## The finding

PBE in the minimal basis SZV gives this crystal of stacked WSe₂ sheets its smallest gap and its largest volume. Yet its direct gap is almost that of PBE, and compared at equal volume its crystal is stiffer than that of the larger basis DZVP, not softer. The gap and the modulus each combine two things, and an error in one can pass for an error in the other. The irregular rows become clear when levels are compared at the same wave vector and moduli at the same volume.

Bulk WSe₂ (space group R3m, 3-atom cell) by the methods named in the rows, without spin polarisation or spin-orbit coupling. Band gaps are for the cell relaxed with r2SCAN+rVV10, in tight binding at the zone centre of an 81-atom cluster. Volumes are each method's own at rest, and bulk moduli are taken there at fixed cell shape.

| name | kind | band gap (eV) | volume per atom (Å³) | bulk modulus (GPa) | atoms computed |
| --- | --- | --- | --- | --- | --- |
| PBE coarse-settings | low cutoff and mesh | 1.069 | n/a | n/a | 3 |
| GFN1-xTB tblite | tight binding | 2.001 | 20.309 | 123.40 | 81 |
| GFN2-xTB tblite | tight binding | 0.991 | 21.070 | 74.00 | 81 |
| PBE | semilocal | 1.058 | n/a | n/a | 3 |
| PBE SZV | small basis | 0.825 | 23.003 | 107.70 | 3 |
| PBE sz-orbitals | small basis | 1.183 | n/a | n/a | 3 |
| r2SCAN | semilocal | 1.180 | n/a | n/a | 3 |
| PBE DZVP | small basis | 1.066 | 21.318 | 127.90 | 3 |
| GLLB-SC | model potential | 1.620 | n/a | n/a | 3 |

## A gap between two different places

In PBE the highest filled level lies at the point T, where the electron wave has the same phase all over a sheet. The lowest empty level lies elsewhere, between the zone centre and the corner K. Such an indirect gap equals the direct gap at the wave vector of the lowest empty level, less the height of the valence top above the valence level there.

Two limiting cases show what this means. If a poor basis shifts all filled levels together and leaves the empty ones in place, every gap changes by the same amount. If it raises only the level at T, the indirect gap shrinks while the direct gap near K stays as it was.

SZV is close to the second case, though its lowest empty level, among the wave vectors computed, has also moved to the point near K. The direct gap there is 1.61 eV, only 0.02 eV above that of PBE, though errors may cancel in this agreement, since a minimal basis can put empty levels far off. But its valence level at T lies 0.78 eV above the one near K, and the difference, $1.61-0.78=0.83$ eV, is its band gap. In PBE this height is at most 0.53 eV, because the empty level near K cannot lie below the conduction minimum.

The usual picture of such crystals, not checked here by resolving the levels into orbitals, suggests why they part. At T the filled state consists mainly of tungsten and selenium orbitals that point out of the sheet. The wave changes sign from one sheet to the next, so these orbitals meet out of step, which pushes the level up. Near K the state consists mainly of tungsten orbitals lying in the sheet, which feel the next sheet much less. SZV may overstate the push between the sheets, or it may place the outward orbitals too high within each sheet; the gaps alone cannot tell. A single sheet could, because there the push is gone: if SZV still sets this level too high against the one at K, at least part of the fault lies inside the sheet.

Spin-orbit coupling, left out here, matters at this point. It splits the valence level near K and lifts its upper part, and so would lower the direct gap there.

## The other gaps

A gap comes out too wide if the calculation misses a band edge. The mesh of the coarse PBE run contains the valence top but not the conduction minimum: on this mesh the gap is 1.40 eV, with extra wave vectors 1.07 eV. Once the edges are found, coarse PBE, PBE and PBE DZVP agree to about 0.01 eV.

The two tight-binding rows, GFN1 and GFN2, use a cluster of 81 atoms that contains neither of PBE's band edges. GFN2's 0.99 eV therefore looks like PBE's gap without being the same quantity. Both rows share one cluster and one geometry, so the factor of two between them comes from the models. Both were fitted to molecules, which gives little hold on the bands of a solid.

Changing the functional has a different effect. The exact gap contains a jump of the potential when an electron is added, which PBE lacks; GLLB-SC adds an estimate of it and lands 0.56 eV higher. r2SCAN, whose potential depends on the orbitals, rises by only 0.12 eV. PBE with sz-orbitals gives nearly the same gap as r2SCAN, but there the functional is still PBE, and the small basis is the likely cause. As SZV errs downwards, a minimal basis seems to have no fixed sign of error.

## Volume: a push against a spring

All methods were applied to the same cell of 20.71 Å³ per atom, relaxed with r2SCAN+rVV10. A method that finds the atoms too crowded there reports an outward pressure $P$, and its crystal swells until the pressure is gone. How far it swells depends on the bulk modulus $B$ at the resting volume.

A solid stiffens when squeezed. Let the modulus grow by four times the pressure, a common rough value assumed beforehand. Adding up the small changes of volume from the given cell to rest gives

$$V_\text{rest}=V_\text{given}\left(1+\frac{4P}{B}\right)^{1/4}.$$

For SZV, $P=14.3$ GPa and $B=107.7$ GPa, so the bracket is 1.53 and its fourth root 1.112. The estimate is $20.71\times1.112\approx23.0$ Å³ per atom, as in the table. For a small push the formula becomes the plain spring law, $V_\text{given}(1+P/B)$. For SZV that law overshoots, at 23.5 Å³, because it ignores that the squeezed crystal is stiffer.

The formula also reproduces the GFN1 and GFN2 volumes to a few hundredths of an Å³. This shows that pressures, moduli and volumes fit together; why a method pushes at all is a separate question. For PBE, its own pressure and the DZVP modulus lead to about 21.2 Å³, some 2.5% above the given cell. SZV lies a further 8% above DZVP, so most of its swelling comes from the basis and the smaller part from the functional. PBE lacks the dispersion attraction between the sheets, but that is not the whole of its push: it presses outward by 4.4 GPa across the sheets and still by 2.8 GPa along them.

Nor is weak binding between the sheets the main reason why SZV swells. The SZV push is the same in all directions to within about a tenth, so the strong bonds inside the sheets want to lengthen too. A likely reason is that with one function per orbital the electrons cannot gather well enough between the atoms to hold them at the right distance.

## Stiffness depends on where it is measured

Each modulus in the table belongs to the method's own resting volume. A swollen crystal is softer simply because its atoms are further apart. A fair comparison first carries the DZVP modulus to the volume of the other row, by the same rule of stiffening.

This reverses the verdict on SZV. At its own volume it has 84% of the DZVP modulus, but at equal volume about 114%, or more if the solid stiffens faster. A plausible reason is that electrons with little freedom to rearrange yield less when the atoms are moved.

The tight-binding rows differ again. GFN1 seems to match DZVP, but its crystal is smaller and ought to be stiffer; at equal volume it reaches only about 80%. GFN2 stays near 55%, so its softness belongs to the model and not to its volume.

These moduli hold for a cell of fixed shape, which must shrink by the same fraction along the stiff sheets as across them. A layered crystal that is free to change its shape mainly closes the soft gaps between the sheets, and is therefore softer. In a cubic crystal the shape stays the same under pressure, so this difference vanishes. The printed output after this text holds the comparisons and the pressure estimates.

Printed output of the fit:

```
Gap against PBE and volume against the given cell:
                  row  gap minus PBE gap (eV)  volume above given cell (%)
  PBE coarse-settings                   0.011                          n/a
      GFN1-xTB tblite                   0.943                       -1.936
      GFN2-xTB tblite                  -0.067                        1.738
                  PBE                       0                          n/a
              PBE SZV                  -0.233                        11.07
      PBE sz-orbitals                   0.125                          n/a
               r2SCAN                   0.122                          n/a
             PBE DZVP                   0.008                        2.936
              GLLB-SC                   0.562                          n/a
Coarse PBE, gap on its own mesh minus gap with extra k points (eV): 0.3341
GFN1 gap minus GFN2 gap (eV): 1.01
Direct gap near K, SZV minus PBE (eV): 0.02036
SZV, valence level at T above that near K (eV): 0.7809
PBE, upper bound of the same valence offset (eV): 0.5275
Least growth of the valence offset from PBE to SZV (eV): 0.2534
GFN1 volume from its pressure (A^3 per atom): 20.32
GFN2 volume from its pressure (A^3 per atom): 21.05
SZV volume from its pressure (A^3 per atom): 23.04
SZV volume from its pressure with a constant slope of volume (A^3 per atom): 23.46
Largest miss of the three pressure estimates with slope 4 (A^3 per atom): 0.03348
PBE volume estimated with the DZVP modulus (A^3 per atom): 21.23
PBE estimated volume above the given cell (%): 2.508
SZV volume above DZVP volume (%): 7.904
Modulus in percent of DZVP:
              row  each at its own volume  DZVP carried to the row volume with slope 4  the same with slope 5
  GFN1-xTB tblite                   96.48                                        79.47                  75.71
  GFN2-xTB tblite                   57.86                                        55.21                  54.57
          PBE SZV                   84.21                                        114.2                  123.2
         PBE DZVP                     100                                          100                    100
```
